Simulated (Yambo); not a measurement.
# Al (Fm-3m) in Yambo: further runs, part 2 of 2

Yambo 5.3.0.

## Step 3: G0W0 quasiparticle levels, PBE

Contents of g0w07.in:

```
gw0
dyson
el_el_corr
rim_cut
HF_and_locXC
ppa
em1d
RandQpts= 1000000
RandGvec= 50 RL
EXXRLvcs= 40 Ry
VXCRLvcs= 40 Ry
Chimod= "HARTREE"
% BndsRnXp
 1 | 152 |
%
NGsBlkXp= 5 Ry
% LongDrXp
 1 | 1 | 1 |
%
PPAPntXp= 27.21138 eV
% GbndRnge
 1 | 152 |
%
GTermKind= "none"
DysSolver= "n"
ExtendOut
% QPkrange
 1 | 29 | 1 | 5 |
%
```

Contents of scf.in:

```
&CONTROL
  calculation = 'scf'
  prefix = 'pwscf'
  outdir = './tmp'
  pseudo_dir = './pseudo'
/
&SYSTEM
  ibrav = 0
  nat = 1
  ntyp = 1
  ecutwfc = 40
  nbnd = 6
  occupations = 'smearing'
  smearing = 'fd'
  degauss = 0.00367493
  force_symmorphic = .true.
/
&ELECTRONS
  conv_thr = 2d-10
  electron_maxstep = 120
  mixing_beta = 0.5
/
ATOMIC_SPECIES
Al    26.9815 Al.upf
CELL_PARAMETERS angstrom
   0.0000000000    2.0248050000    2.0248050000
   2.0248050000    0.0000000000    2.0248050000
   2.0248050000    2.0248050000    0.0000000000
ATOMIC_POSITIONS crystal
Al     0.0000000000    0.0000000000    0.0000000000
K_POINTS automatic
12 12 12 0 0 0
```

Contents of nscf.in:

```
&CONTROL
  calculation = 'nscf'
  prefix = 'pwscf'
  outdir = './tmp'
  pseudo_dir = './pseudo'
/
&SYSTEM
  ibrav = 0
  nat = 1
  ntyp = 1
  ecutwfc = 40
  nbnd = 152
  occupations = 'smearing'
  smearing = 'fd'
  degauss = 0.00367493
  force_symmorphic = .true.
/
&ELECTRONS
  conv_thr = 1d-08
  diago_full_acc = .true.
  diago_thr_init = 1d-06
/
ATOMIC_SPECIES
Al    26.9815 Al.upf
CELL_PARAMETERS angstrom
   0.0000000000    2.0248050000    2.0248050000
   2.0248050000    0.0000000000    2.0248050000
   2.0248050000    2.0248050000    0.0000000000
ATOMIC_POSITIONS crystal
Al     0.0000000000    0.0000000000    0.0000000000
K_POINTS automatic
8 8 8 0 0 0
```

Potentials or basis: PseudoDojo 0.4.1 SR PBE standard.

The run is started by

```sh
> OMP_NUM_THREADS=1 pw.x -in scf.in > scf.out
> OMP_NUM_THREADS=1 pw.x -in nscf.in > nscf.out
> cd tmp/pwscf.save; p2y; mv SAVE ../..; cd ../..
> OMP_NUM_THREADS=1 yambo
> mkdir -p g0w07; ln -s $PWD/g0w00/ndb.pp* g0w07/
> mkdir -p g0w07; ln -s $PWD/g0w00/ndb.RIM g0w07/
> OMP_NUM_THREADS=1 yambo -F g0w07.in -J g0w07 -C g0w07_out
```

Yambo's report:

```text
[... sections 02.01 to 02.04 as in the set-up run ...]

  [02.05] Energies & Occupations
  ==============================

  [X] === General ===
  [X] Electronic Temperature                        :  0.258693E-1   300.200    [eV K]
  [X] Bosonic    Temperature                        :  0.258606E-1   300.100    [eV K]
  [X] Finite Temperature mode                       : yes
  [X] El. density                                   :  0.18069E+24 [cm-3]
  [X] Fermi Level                                   :  7.953622 [eV]

  [X] === Gaps and Widths ===
  [X] Conduction Band Min                           :  7.953622 [eV]
  [X] Valence Band Max                              :  7.953622 [eV]
  [X] Filled Bands                                  :  1
  [X] Metallic Bands                                :  2  3
  [X] Empty Bands                                   :    4  152

  [X] === Metallic Characters ===
  [X] N of el / N of met el                         :  3.000000  0.977374
  [X] Average metallic occ.                         :  0.122172

  [WARNING] [X] Metallic system

 [03] Transferred momenta grid and indexing
 ==========================================

 IBZ Q-points                                      :  29
 BZ  Q-points                                      :   512

 K/Q-points units:
[... 681 lines left out ...]
   B=3 Eo=  0.09 E= -0.18 E-Eo= -0.27 Re(Z)=0.74 Im(Z)=-0.228116E-2 nlXC= -6.63921 lXC= -9.27239 So= -2.99557
   B=4 Eo=  0.99 E=  0.73 E-Eo= -0.26 Re(Z)=0.74 Im(Z)=-0.233239E-2 nlXC= -6.13513 lXC= -9.46847 So= -3.68205
   B=5 Eo= 15.67 E= 14.59 E-Eo= -1.08 Re(Z)=0.46 Im(Z)=-0.032725 nlXC=-2.402069 lXC=-9.514557 So=-9.452602

  [WR./g0w07//ndb.QP]-------------------------------------------------------------
   Lattice constants                                :  3.826327  3.826327  3.826327
   Coulomb cutoff potential                         : none
   Electronic Temperature                           :  300.2000 [K]
   Bosonic    Temperature                           :  300.1000 [K]
   Green`s function   energies                      : Perdew, Burke & Ernzerhof(X)+Perdew, Burke & Ernzerhof(C)
   wavefunctions                                    : Perdew, Burke & Ernzerhof(X)+Perdew, Burke & Ernzerhof(C)
   PPA    diel. fun.  energies                      : Perdew, Burke & Ernzerhof(X)+Perdew, Burke & Ernzerhof(C)
   wavefunctions                                    : Perdew, Burke & Ernzerhof(X)+Perdew, Burke & Ernzerhof(C)
   QP tot states                                    :  145
   GW solver                                        : Newton
   GW approximation                                 : PPA
   PPA imaginary Energy                             :  27.21138 ev
   RIM G`s                                          :   51
   RIM random pts                                   :  1000000
   dS/dw steps                                      :  2
   dS/dw step                                       :  0.100000 ev
   X G`s                                            :  27 used
   X G`s                                            :  27 disk
   X bands                                          :    1  152
   X poles                                          :  100.0000 o/o
   X e/h E range                                    : -1.000000 -1.000000 ev
   X Hxc Kernel                                     : HARTREE
   X BZ energy Double Grid                          : no
   X Optical Averaged directions                    : none
   Sc/G bands                                       :    1  152
   Sc/G damping                                     :  0.100000 ev
   Sc bands terminator                              : no
   Sx RL components                                 :   537

   QP @ state[ 1 ] K range                          :   1  29
   QP @ state[ 1 ] b range                          :   1   5
   GF energies kind                                 : Perdew, Burke & Ernzerhof(X)+Perdew, Burke & Ernzerhof(C)
   GF WF`s kind                                     : Perdew, Burke & Ernzerhof(X)+Perdew, Burke & Ernzerhof(C)
   Xs energies kind                                 : Perdew, Burke & Ernzerhof(X)+Perdew, Burke & Ernzerhof(C)
   Xs WF`s kind                                     : Perdew, Burke & Ernzerhof(X)+Perdew, Burke & Ernzerhof(C)
```

o-g0w07.qp:

```text
# GW solver                                       : Newton
# GW approximation                                : PPA
# PPA imaginary Energy                            :   27.2113800    [ev]
[... 172 lines left out ...]
        29                  4                 0.989953           0.731939          -0.258014          -9.468466          -6.135126          -3.682050          -3.591354          -9.571453           0.739777          -0.002332          -13.78905           47.73440
        29                  5                 15.66973           14.59007          -1.079664          -9.514557          -2.402069          -9.452602          -8.192153          -31.78146           0.458932          -0.032725          -3.502765           187.9121
#
```

Results:

* Band gap on the k mesh, mean-field level: none (metal or under the smearing width)

Quasiparticle terms (eV):
```tsv
k point	band	Kohn-Sham level	Vxc	Σx	Σc	Z	result
(0.000, 0.000, 0.000)	1	-11.18	-9.46	-15.97	7.12	0.56	-10.85
(0.000, 0.000, 0.000)	2	12.49	-9.56	-2.69	-7.96	0.60	11.83
(0.000, 0.000, 0.000)	3	12.49	-9.56	-2.69	-7.97	0.60	11.83
(0.000, 0.000, 0.000)	4	12.49	-9.56	-2.69	-7.96	0.60	11.84
(0.000, 0.000, 0.000)	5	13.92	-9.34	-2.42	-8.70	0.53	12.97
(0.000, 0.000, 0.125)	1	-10.76	-9.46	-15.78	6.81	0.57	-10.48
(0.000, 0.000, 0.125)	2	8.20	-9.49	-3.48	-6.64	0.67	7.77
(0.000, 0.000, 0.125)	3	11.53	-9.48	-2.80	-7.73	0.63	10.87
(0.000, 0.000, 0.125)	4	11.53	-9.48	-2.80	-7.73	0.63	10.87
(0.000, 0.000, 0.125)	5	14.56	-9.42	-2.56	-8.83	0.52	13.53
(0.000, 0.000, 0.250)	1	-9.50	-9.45	-15.17	5.91	0.60	-9.38
(0.000, 0.000, 0.250)	2	3.34	-9.47	-5.09	-4.78	0.73	3.05
(0.000, 0.000, 0.250)	3	10.77	-9.46	-2.92	-7.51	0.64	10.15
(0.000, 0.000, 0.250)	4	10.77	-9.46	-2.92	-7.51	0.64	10.15
(0.000, 0.000, 0.250)	5	14.20	-9.40	-2.65	-8.53	0.53	13.27
(0.000, 0.000, 0.375)	1	-7.42	-9.45	-14.07	4.47	0.64	-7.52
(0.000, 0.000, 0.375)	2	-0.95	-9.46	-9.37	-0.54	0.74	-1.28
(0.000, 0.000, 0.375)	3	10.68	-9.45	-2.94	-7.48	0.65	10.05
(0.000, 0.000, 0.375)	4	10.68	-9.45	-2.94	-7.48	0.65	10.05
(0.000, 0.000, 0.375)	5	12.62	-9.44	-2.62	-8.08	0.59	11.87
```

Caveat: the plasmon-pole model is rough for a metal; this version prints the column dSc/dw multiplied by 27.2.

## Step 4: G0W0 quasiparticle levels, PBE

Contents of g0w08.in:

```
gw0
dyson
el_el_corr
rim_cut
HF_and_locXC
ppa
em1d
RandQpts= 1000000
RandGvec= 50 RL
EXXRLvcs= 40 Ry
VXCRLvcs= 40 Ry
Chimod= "HARTREE"
% BndsRnXp
 1 | 152 |
%
NGsBlkXp= 5 Ry
% LongDrXp
 1 | 1 | 1 |
%
PPAPntXp= 27.21138 eV
% GbndRnge
 1 | 152 |
%
GTermKind= "BG"
DysSolver= "n"
ExtendOut
% QPkrange
 1 | 1 | 1 | 4 |
 23 | 23 | 1 | 4 |
 29 | 29 | 1 | 4 |
%
```

scf.in is that of step 3.

nscf.in is that of step 3.

Potentials or basis: PseudoDojo 0.4.1 SR PBE standard.

The run is started by

```sh
> OMP_NUM_THREADS=1 pw.x -in scf.in > scf.out
> OMP_NUM_THREADS=1 pw.x -in nscf.in > nscf.out
> cd tmp/pwscf.save; p2y; mv SAVE ../..; cd ../..
> OMP_NUM_THREADS=1 yambo
> mkdir -p g0w08; ln -s $PWD/g0w00/ndb.pp* g0w08/
> mkdir -p g0w08; ln -s $PWD/g0w00/ndb.RIM g0w08/
> OMP_NUM_THREADS=1 yambo -F g0w08.in -J g0w08 -C g0w08_out
```

Yambo's report:

```text
[... sections 02.01 to 02.04 as in the set-up run ...]

  [02.05] Energies & Occupations
  ==============================

  [X] === General ===
  [X] Electronic Temperature                        :  0.258693E-1   300.200    [eV K]
  [X] Bosonic    Temperature                        :  0.258606E-1   300.100    [eV K]
  [X] Finite Temperature mode                       : yes
  [X] El. density                                   :  0.18069E+24 [cm-3]
  [X] Fermi Level                                   :  7.953622 [eV]

  [X] === Gaps and Widths ===
  [X] Conduction Band Min                           :  7.953622 [eV]
  [X] Valence Band Max                              :  7.953622 [eV]
  [X] Filled Bands                                  :  1
  [X] Metallic Bands                                :  2  3
  [X] Empty Bands                                   :    4  152

  [X] === Metallic Characters ===
[... 348 lines left out ...]
   GW approximation                                 : PPA
   PPA imaginary Energy                             :  27.21138 ev
   RIM G`s                                          :   51
   RIM random pts                                   :  1000000
   dS/dw steps                                      :  2
   dS/dw step                                       :  0.100000 ev
   X G`s                                            :  27 used
   X G`s                                            :  27 disk
   X bands                                          :    1  152
   X poles                                          :  100.0000 o/o
   X e/h E range                                    : -1.000000 -1.000000 ev
   X Hxc Kernel                                     : HARTREE
   X BZ energy Double Grid                          : no
   X Optical Averaged directions                    : none
   Sc/G bands                                       :    1  152
   Sc/G damping                                     :  0.100000 ev
   Sc bands terminator                              : yes
   Sc terminator kind                               : BG
   Sc Terminator pole                               :  40.81708
   Sx RL components                                 :   537

   QP @ state[ 1 ] K range                          :  1  1
   QP @ state[ 1 ] b range                          :   1   4
   QP @ state[ 2 ] K range                          :  23  23
   QP @ state[ 2 ] b range                          :   1   4
   QP @ state[ 3 ] K range                          :  29  29
   QP @ state[ 3 ] b range                          :   1   4
   GF energies kind                                 : Perdew, Burke & Ernzerhof(X)+Perdew, Burke & Ernzerhof(C)
   GF WF`s kind                                     : Perdew, Burke & Ernzerhof(X)+Perdew, Burke & Ernzerhof(C)
   Xs energies kind                                 : Perdew, Burke & Ernzerhof(X)+Perdew, Burke & Ernzerhof(C)
   Xs WF`s kind                                     : Perdew, Burke & Ernzerhof(X)+Perdew, Burke & Ernzerhof(C)
```

o-g0w08.qp:

```text
# GW solver                                       : Newton
# GW approximation                                : PPA
# PPA imaginary Energy                            :   27.2113800    [ev]
[... 45 lines left out ...]
        29                 3                  0.090049          -0.179807          -0.269856          -9.272385          -6.639209          -2.995622          -2.903032          -9.340795           0.744446          -0.002281          -10.46848           62.87558
        29                  4                 0.989953           0.731755          -0.258198          -9.468466          -6.135126          -3.682299          -3.591538          -9.571453           0.739777          -0.002332          -13.78840           47.73664
#
```

Results:

- Band gap on the k mesh, mean-field level: none (metal or under the smearing width)

Quasiparticle terms (eV):
| k point | band | Kohn-Sham level | Vxc | Σx | Σc | Z | result |
| --- | --- | --- | --- | --- | --- | --- | --- |
| (0.000, 0.000, 0.000) | 1 | -11.18 | -9.46 | -15.97 | 7.12 | 0.56 | -10.85 |
| (0.000, 0.000, 0.000) | 2 | 12.49 | -9.56 | -2.69 | -7.97 | 0.60 | 11.83 |
| (0.000, 0.000, 0.000) | 3 | 12.49 | -9.56 | -2.69 | -7.97 | 0.60 | 11.83 |
| (0.000, 0.000, 0.000) | 4 | 12.49 | -9.56 | -2.69 | -7.96 | 0.60 | 11.84 |
| (0.125, 0.250, -0.500) | 1 | -6.33 | -9.45 | -13.46 | 3.74 | 0.67 | -6.51 |
| (0.125, 0.250, -0.500) | 2 | 0.05 | -9.47 | -7.47 | -2.41 | 0.74 | -0.26 |
| (0.125, 0.250, -0.500) | 3 | 4.47 | -9.42 | -4.54 | -5.30 | 0.72 | 4.16 |
| (0.125, 0.250, -0.500) | 4 | 6.52 | -9.44 | -3.85 | -6.12 | 0.69 | 6.16 |
| (0.250, -0.500, -0.250) | 1 | -0.93 | -9.52 | -10.03 | 0.01 | 0.74 | -1.30 |
| (0.250, -0.500, -0.250) | 2 | -0.93 | -9.52 | -10.03 | 0.01 | 0.74 | -1.30 |
| (0.250, -0.500, -0.250) | 3 | 0.09 | -9.27 | -6.64 | -3.00 | 0.74 | -0.18 |
| (0.250, -0.500, -0.250) | 4 | 0.99 | -9.47 | -6.14 | -3.68 | 0.74 | 0.73 |

Caveat: the plasmon-pole model is rough for a metal; this version prints the column dSc/dw multiplied by 27.2; the terminator is approximate in this version, by hundredths of an eV.

## Step 5: Summary

```csv
task,states corrected,"bands corrected (first, last)",direction of the field or of q to 0,broadening,frequency dependence of W,gap on the mesh (eV)
Hartree-Fock levels,all k points,"[1, 5]",-,-,-,none
G0W0 quasiparticle levels,all k points,"[1, 5]",x + y + z,0.1 eV,plasmon pole,none
G0W0 quasiparticle levels,Γ and the k points of the band edges,"[1, 4]",x + y + z,0.1 eV,plasmon pole,none
```

Alike in all rows: level PBE; potentials or basis PseudoDojo 0.4.1 SR PBE standard; no spin polarisation; cell as given; k mesh 8 × 8 × 8; cutoff (eV) 544; smearing fermi-dirac 0.05 eV.

Every run on the cell as given and a fine mesh finds a metal.

Caveats: the plasmon-pole model is rough for a metal (some runs); this version prints the column dSc/dw multiplied by 27.2 (some runs); the terminator is approximate in this version, by hundredths of an eV (some runs).

Total energies depend on the potentials used, so only differences within one code and one set of settings carry meaning.
